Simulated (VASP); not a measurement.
# PbSe (Clausthalite) (Fm-3m) in VASP: a series of runs

Aim: see how the results for PbSe (Clausthalite) move with the level of theory and the settings. Levels: PBE, HSE06. Tasks: single point, relaxation of cell and atoms.

Everything below comes from runs of VASP 6.6.1. Logs are shortened: lines on timing, memory, paths and dates and some standing lists are left out, and cuts for length are marked.

**What was measured.**

A printed reference work, monograph reports, for a bulk crystal of PbSe: band gap 0.15 eV (direct) at 4.2 K; band gap 0.28 eV (direct) at 300 K.

The runs below are set against these values where they give the same quantity.

## (1) The crystal as given

It takes space group Fm-3m (No. 225, cubic). Conventional cell: a = 6.121 Å, b = 6.121 Å, c = 6.121 Å, α = 90.00°, β = 90.00°, γ = 90.00°. Pb (site symmetry m-3m) has 6 Se at 3.06 Å as nearest neighbours. Around Se (site symmetry m-3m) lie 6 Pb at 3.06 Å.

## (2) Single point, PBE

INCAR reads:

```
ALGO = Normal ; EDIFF = 1E-6
ENCUT = 520 ; GGA = PE
ISIF = 2 ; ISMEAR = 0
LASPH = T ; LCHARG = T
LELF = T ; LREAL = F
LVHAR = T ; LWAVE = F
NBANDS = 17 ; NELM = 60
PREC = Accurate ; SIGMA = 0.017
```

KPOINTS reads:

```
k-points
0
Gamma
  8 8 8
```

POSCAR reads:

```
PbSe
1.0
    0.0000000000      3.0606500000      3.0606500000
    3.0606500000      0.0000000000      3.0606500000
    3.0606500000      3.0606500000      0.0000000000
Pb Se
1 1
Direct
    0.0000000000      0.0000000000      0.0000000000
    0.5000000000      0.5000000000      0.5000000000
```

Potentials or basis: VASP PAW PBE potentials, release 64 (Pb_d, Se).

Run with:

```sh
$ cat potpaw_PBE.64/Pb_d/POTCAR potpaw_PBE.64/Se/POTCAR > POTCAR
$ mpirun -np 1 vasp_std > vasp.out
```

OUTCAR:

```text
EDIFF = 1E-6
   ENCUT = 520
   GGA = PE
   ISIF = 2
   ISMEAR = 0
   LASPH = T
   LREAL = F
   NELM = 60
   PREC = Accurate

 ion  position               nearest neighbor table
   1  0.000  0.000  0.000-   2 3.06   2 3.06   2 3.06   2 3.06   2 3.06   2 3.06
   2  0.500  0.500  0.500-   1 3.06   1 3.06   1 3.06   1 3.06   1 3.06   1 3.06

  LATTYP: Found a face centered cubic cell.
 ALAT       =     6.1213000000

  Lattice vectors:

 A1 = (   0.0000000000,   3.0606500000,   3.0606500000)
 A2 = (   3.0606500000,   0.0000000000,   3.0606500000)
 A3 = (   3.0606500000,   3.0606500000,   0.0000000000)

Analysis of symmetry for initial positions (statically):
=====================================================================
 Subroutine PRICEL returns:
 Original cell was already a primitive cell.

 Routine SETGRP: Setting up the symmetry group for a
 face centered cubic supercell.

 Subroutine GETGRP returns: Found 48 space group operations
 (whereof 48 operations were pure point group operations)
 out of a pool of 48 trial point group operations.

The static configuration has the point symmetry O_h .

Analysis of symmetry for dynamics (positions and initial velocities):
=====================================================================
 Subroutine PRICEL returns:
 Original cell was already a primitive cell.

 Routine SETGRP: Setting up the symmetry group for a
 face centered cubic supercell.

 Subroutine GETGRP returns: Found 48 space group operations
 (whereof 48 operations were pure point group operations)
 out of a pool of 48 trial point group operations.

The dynamic configuration has the point symmetry O_h .

 Subroutine INISYM returns: Found 48 space group operations
 (whereof 48 operations are pure point group operations),
 and found     1 'primitive' translations

----------------------------------------------------------------------------------------

                                     Primitive cell

  volume of cell :      57.3418

  direct lattice vectors                    reciprocal lattice vectors
     0.000000000  3.060650000  3.060650000    -0.163363991  0.163363991  0.163363991
     3.060650000  0.000000000  3.060650000     0.163363991 -0.163363991  0.163363991
     3.060650000  3.060650000  0.000000000     0.163363991  0.163363991 -0.163363991

  length of vectors
     4.328412740  4.328412740  4.328412740     0.282954733  0.282954733  0.282954733

  position of ions in fractional coordinates (direct lattice)
     0.000000000  0.000000000  0.000000000
     0.500000000  0.500000000  0.500000000

  ion indices of the primitive-cell ions
   primitive index   ion index
                 1           1
                 2           2

----------------------------------------------------------------------------------------

 KPOINTS: k-points

Automatic generation of k-mesh.
 Grid dimensions read from file:
 generate k-points for:    8    8    8

 Generating k-lattice:

  Cartesian coordinates                     Fractional coordinates (reciprocal lattice)
    -0.020420499  0.020420499  0.020420499     0.125000000  0.000000000  0.000000000
     0.020420499 -0.020420499  0.020420499     0.000000000  0.125000000  0.000000000
     0.020420499  0.020420499 -0.020420499     0.000000000  0.000000000  0.125000000

  Length of vectors
     0.035369342  0.035369342  0.035369342

  Shift w.r.t. Gamma in fractional coordinates (k-lattice)
     0.000000000  0.000000000  0.000000000

 Subroutine IBZKPT returns following result:
 ===========================================

 Found     29 irreducible k-points:

 Following reciprocal coordinates:
            Coordinates               Weight
  0.000000  0.000000  0.000000      1.000000
  0.125000  0.000000  0.000000      8.000000
  0.250000  0.000000  0.000000      8.000000
  0.375000  0.000000  0.000000      8.000000
  0.500000  0.000000  0.000000      4.000000
  0.125000  0.125000  0.000000      6.000000
[... 16 lines left out ...]
  0.500000  0.250000  0.125000     48.000000
 -0.375000  0.250000  0.125000     24.000000
 [... further k-points ...]
   k-points           NKPTS =     29   k-points in BZ     NKDIM =     29   number of bands    NBANDS=     17
   number of dos      NEDOS =    301   number of ions     NIONS =      2
   total plane-waves  NPLWV =  32768
   dimension x,y,z NGX =    32 NGY =   32 NGZ =   32
   dimension x,y,z NGXF=    64 NGYF=   64 NGZF=   64
   ions per type =               1   1
   NGX,Y,Z   is equivalent  to a cutoff of  12.29, 12.29, 12.29 a.u.
   NGXF,Y,Z  is equivalent  to a cutoff of  24.58, 24.58, 24.58 a.u.
 SYSTEM =  unknown system
   PREC   = accura    normal or accurate (medium, high low for compatibility)
   ISTART =      0    job   : 0-new  1-cont  2-samecut
   ICHARG =      2    charge: 1-file 2-atom 10-const
   ISPIN  =      1    spin polarized calculation?
   LNONCOLLINEAR =      F non collinear calculations
   LSORBIT =      F    spin-orbit coupling
   LASPH  =      T    aspherical Exc in radial PAW
   ENCUT  =  520.0 eV  38.22 Ry    6.18 a.u.   8.05  8.05  8.05*2*pi/ulx,y,z
   NELM   =     60;   NELMIN=  2; NELMDL= -5     # of ELM steps
   EDIFF  = 0.1E-05   stopping-criterion for ELM
   LREAL  =      F    real-space projection
   EDIFFG = 0.1E-04   stopping-criterion for IOM
   NSW    =      0    number of steps for IOM
   IBRION =     -1    ionic relax: 0-MD 1-quasi-New 2-CG
   NFREE  =      0    steps in history (QN), initial steepest desc. (CG)
   ISIF   =      2    stress and relaxation
   ISYM   =      2    0-nonsym 1-usesym 2-fastsym
   POTIM  = 0.5000    time-step for ionic-motion
   TEBEG  =    0.0;   TEEND  =   0.0 temperature during run
   PSTRESS=    0.0 pullay stress
   NELECT =      20.0000    total number of electrons
   NUPDOWN=      -1.0000    fix difference up-down
   EMIN   =  10.00;   EMAX   =-10.00  energy-range for DOS
   EFERMI =   0.00;   METHOD = LEGACY
   ISMEAR =     0;   SIGMA  =   0.02  broadening in eV -4-tet -1-fermi 0-gaus
   EFERMI_NEDOS =   21; number of points for ismear=-14 and -15
   IALGO  =     38    algorithm
   IMIX   =      4    mixing-type and parameters
     AMIX     =   0.40;   BMIX     =  1.00
     AMIX_MAG =   1.60;   BMIX_MAG =  1.00
  volume/ion in A,a.u.               =      28.67       193.48
  Fermi-wavevector in a.u.,A,eV,Ry     =   1.152377  2.177676 18.068159  1.327972
  Thomas-Fermi vector in A             =   2.289028
   LORBIT       =      0    0 simple, 1 ext, 2 COOP (PROOUT), +10 PAW based schemes
   GGA     = PE    functional components
   LHFCALC =     F    Hartree Fock is set to
   AEXX    =    0.0000 exact exchange contribution
   IVDW    =     0    specifies the selected vdW correction
   LEPSILON=     F    determine dielectric tensor
   LRPA    =     F    only Hartree local field effects (RPA)
 non-spin polarized calculation
 Gauss-broadening in eV      SIGMA  =   0.02
  energy-cutoff  :      520.00
  volume of cell :       57.34
 maximum number of plane-waves:      1572
   NGX = 17   NGY = 17   NGZ = 17

 number of electron      20.0000000 magnetization

 Free energy of the ion-electron system (eV)
  ---------------------------------------------------
  ext. energy  EPLUGINS =         0.00000000
  ---------------------------------------------------
  free energy    TOTEN  =        -8.17833450 eV

  energy without entropy =       -8.17833450  energy(sigma->0) =       -8.17833450

 E-fermi :   5.2089     XC(G=0):  -9.5302

 val. band max:        5.0697046133   @ k =   0.5000   0.0000   0.0000
 cond. band min:       5.3611558138   @ k =   0.5000   0.0000   0.0000
 fundamental gap:      0.2914512005
 Fermi energy:         5.2088815620

 k-point     1 :       0.0000    0.0000    0.0000
  band No.  band energies     occupation
      1     -11.7675      2.00000
      2     -11.7675      2.00000
      3     -11.7675      2.00000
      4     -11.7635      2.00000
      5     -11.7635      2.00000
      6      -8.5252      2.00000
[... 9 lines left out ...]
     16      11.5849      0.00000
     17      13.2427      0.00000

 k-point     2 :       0.1250    0.0000    0.0000
  band No.  band energies     occupation
      1     -11.7682      2.00000
      2     -11.7682      2.00000
      3     -11.7670      2.00000
      4     -11.7617      2.00000
      5     -11.7617      2.00000
      6      -8.4069      2.00000
[... 9 lines left out ...]
     16      11.9279      0.00000
     17      14.3626      0.00000

 k-point     3 :       0.2500    0.0000    0.0000
  band No.  band energies     occupation
      1     -11.7766      2.00000
      2     -11.7766      2.00000
      3     -11.7658      2.00000
      4     -11.7504      2.00000
      5     -11.7504      2.00000
      6      -8.0818      2.00000
[... 9 lines left out ...]
     16      12.7919      0.00000
     17      16.2797      0.00000

 k-point     4 :       0.3750    0.0000    0.0000
  band No.  band energies     occupation
      1     -11.7851      2.00000
      2     -11.7851      2.00000
      3     -11.7649      2.00000
      4     -11.7388      2.00000
      5     -11.7388      2.00000
      6      -7.6714      2.00000
[... 9 lines left out ...]
     16      14.0857      0.00000
     17      16.5385      0.00000
[... 343 lines left out ...]
      1     -11.8034      2.00000
      2     -11.7700      2.00000
      3     -11.7669      2.00000
      4     -11.7464      2.00000
      5     -11.7419      2.00000
      6      -7.8041      2.00000
[... 9 lines left out ...]
     16      14.5927      0.00000
     17      15.0930      0.00000

 k-point    23 :       0.5000    0.2500    0.1250
  band No.  band energies     occupation
      1     -11.8159      2.00000
      2     -11.7729      2.00000
      3     -11.7633      2.00000
      4     -11.7433      2.00000
      5     -11.7356      2.00000
      6      -7.4428      2.00000
[... 9 lines left out ...]
     16      15.0172      0.00000
     17      16.1219      0.00000

 k-point    24 :      -0.3750    0.2500    0.1250
  band No.  band energies     occupation
      1     -11.8205      2.00000
      2     -11.7760      2.00000
      3     -11.7568      2.00000
      4     -11.7469      2.00000
      5     -11.7319      2.00000
      6      -7.2659      2.00000
[... 9 lines left out ...]
     16      15.9114      0.00000
     17      15.9961      0.00000

 [... further k-points ...]

------------------------ aborting loop because EDIFF is reached ----------------------------------------

  FORCE on cell =-STRESS in cart. coord.  units (eV):
  Direction    XX          YY          ZZ          XY          YZ          ZX
  --------------------------------------------------------------------------------------
  -------------------------------------------------------------------------------------
  Total        0.8595970      0.8595970      0.8595970     -0.0000000      0.0000000     -0.0000000
  in kB       24.0178682     24.0178682     24.0178682     -0.0000000      0.0000000     -0.0000000
  external PRESSURE =      24.0178682 kB  Pullay stress =       0.0000000 kB

 VOLUME and BASIS-vectors are now :
 -----------------------------------------------------------------------------
  energy-cutoff  :      520.00
  volume of cell :       57.34
      direct lattice vectors                 reciprocal lattice vectors
     0.000000000  3.060650000  3.060650000    -0.163363991  0.163363991  0.163363991
     3.060650000  0.000000000  3.060650000     0.163363991 -0.163363991  0.163363991
     3.060650000  3.060650000  0.000000000     0.163363991  0.163363991 -0.163363991

 POSITION                                       TOTAL-FORCE (eV/Angst)
 -----------------------------------------------------------------------------------
      0.00000      0.00000      0.00000         0.000000      0.000000      0.000000
      3.06065      3.06065      3.06065        -0.000000     -0.000000     -0.000000
 -----------------------------------------------------------------------------------
    total drift:                                0.000000     -0.000000     -0.000000

  FREE ENERGIE OF THE ION-ELECTRON SYSTEM (eV)
  ---------------------------------------------------
  free  energy   TOTEN  =        -8.1783345015 eV

  energy  without entropy=       -8.1783345015  energy(sigma->0) =       -8.17833450
```

Run time: 13 s. Hardware: 1 thread of AMD EPYC 9R45 (Zen 5), shared host; peak memory 0.16 GiB.

What came out:

```
Free energy            : -8.1783 eV
Pressure               : 2.4 GPa
Band gap on the k mesh : 0.29 eV, direct
```

Levels at points of the mesh, in eV from the valence-band top:
```csv
k point,band 8,band 9,band 10,band 11,band 12,band 13
"(0.00, 0.00, 0.00)",-1.88,-1.88,-1.88,4.71,4.71,4.71
"(0.50, 0.00, 0.00)",-1.47,-1.47,0.00,0.29,1.70,1.70
"(0.50, 0.50, 0.00)",-4.98,-3.24,-3.24,3.69,5.61,5.61
```

Caveat: spin-orbit coupling is left out, which as a rule narrows the gap of such compounds by several tenths of an eV.

## (3) Relaxation of cell and atoms, HSE06

POSCAR is that of step 2.

INCAR.step1 reads:

```
ALGO = Normal
EDIFF = 1E-5
ENCUT = 600
GGA = PE
ISMEAR = -1
LASPH = T
LCHARG = F
LREAL = F
LWAVE = T
NELM = 60
PREC = Accurate
SIGMA = 0.05
```

INCAR.step2 reads:

```
ALGO = Normal
EDIFF = 1E-7
EDIFFG = -0.01
ENCUT = 600
GGA = PE
HFSCREEN = 0.2
IBRION = 2
ISIF = 3
ISMEAR = -1
ISTART = 1
LASPH = T
LCHARG = F
LHFCALC = T
LREAL = F
LWAVE = F
NELM = 60
NSW = 60
PREC = Accurate
PRECFOCK = Fast
SIGMA = 0.05
```

KPOINTS reads:

```
k-points
0
Gamma
  4 4 4
```

Potentials or basis: VASP PAW PBE potentials, release 64 (Pb_d, Se).

Run with:

```sh
$ cat potpaw_PBE.64/Pb_d/POTCAR potpaw_PBE.64/Se/POTCAR > POTCAR
$ cp INCAR.step1 INCAR
$ mpirun -np 1 vasp_std > vasp.out
$ cp INCAR.step2 INCAR
$ mpirun -np 1 vasp_std > vasp.out
```

Run time: 12 min. Hardware: 1 thread of AMD EPYC 9R45 (Zen 5), shared host; peak memory 0.29 GiB.

The run converged. Its results:

- Free energy: -9.7587 eV
- Relaxed volume: 29.37 Å³/atom
- Relaxed cell: a = 4.363 Å, b = 4.363 Å, c = 4.363 Å, α = 60.00°, β = 60.00°, γ = 60.00°
- Space group after relaxing (to 0.05 Å): Fm-3m (No. 225)
- Energy gained by relaxing: 2.7 meV/atom
- Ionic steps: 3
- Pressure after relaxing: 0.0 GPa
- Band gap on the k mesh: 0.81 eV, direct

The path:
```tsv
step	energy change (eV)	largest force (eV/Å)	pressure (GPa)	volume (Å³)
1	0.0000	0.0000	1.28	57.34
2	-0.0047	0.0000	-0.44	59.27
3	-0.0055	0.0000	-0.01	58.74
```

Final structure:
```
Pb Se
1.0
     0.00000    3.08531    3.08531
     3.08531    0.00000    3.08531
     3.08531    3.08531    0.00000
Pb Se
1 1
Direct
  0.00000 0.00000 0.00000
  0.50000 0.50000 0.50000
```

Levels at points of the mesh, in eV from the valence-band top:
```csv
k point,band 8,band 9,band 10,band 11,band 12,band 13
"(0.00, 0.00, 0.00)",-2.05,-2.05,-2.05,5.47,5.47,5.47
"(0.50, 0.00, 0.00)",-1.65,-1.65,0.00,0.81,2.26,2.26
"(0.50, 0.50, 0.00)",-5.37,-3.49,-3.49,4.30,6.41,6.41
```

Caveat: the k mesh is coarse (spacing up to 0.44 Å⁻¹), so the values aren't converged, least of all with exact exchange; the PAW data sets were made with another functional, which shifts forces and pressure a little; spin-orbit coupling is left out, which as a rule narrows the gap of such compounds by several tenths of an eV. A k mesh can miss the band edges.

(Continued in part 2 of 2.)
